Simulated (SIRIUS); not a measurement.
**LiF (Griceite) under changes of volume**

One of the cells (8.169 Å³/atom); the others are scaled copies at fixed shape and fractional positions:

```
F Li
1.0
     0.00000    2.01400    2.01400
     2.01400    0.00000    2.01400
     2.01400    2.01400    0.00000
F Li
1 1
Direct
  0.50000 0.50000 0.50000
  0.00000 0.00000 0.00000
```

```yaml
Program: SIRIUS 7.12.0
Functional: PBEsol
Potentials_or_basis: all-electron FP-LAPW
Cutoff: 273 eV
Basis: apw+lo standard
k_mesh: 11 × 11 × 11
Occupations: fermi-dirac, width 0.05 eV
Spin: no spin polarisation
```

```tsv
volume (Å³/atom)	energy over the lowest point (meV/atom)	gap on the mesh (eV)
7.679	3.18	9.47
7.842	0.73	9.28
8.006	0.00	9.09
8.169	0.64	8.91
8.333	2.71	8.74
8.496	6.19	8.57
8.659	?	?
```

Task: What does the run at 8.659 Å³/atom give?

Result: Energy over the lowest point 10.56 meV/atom; gap on the mesh 8.42 eV.

Worked out: A Birch-Murnaghan fit of order 3 (a polynomial in V^(-2/3)) to the other rows has its minimum at 8.01 Å³/atom with B0 = V·E''(V) = 72 GPa (rough, since the energies scatter). It gives 10.87 meV/atom at 8.659 Å³/atom, against the run's 10.56. A straight line through the other rows of the gap, of slope -8.9 eV per unit of ln V (its deformation potential), extrapolates to 8.40 eV, against the run's 8.42.

Energies are extrapolated to zero smearing.

Caveats: an odd mesh through Γ misses points on the zone boundary, where band edges often lie.
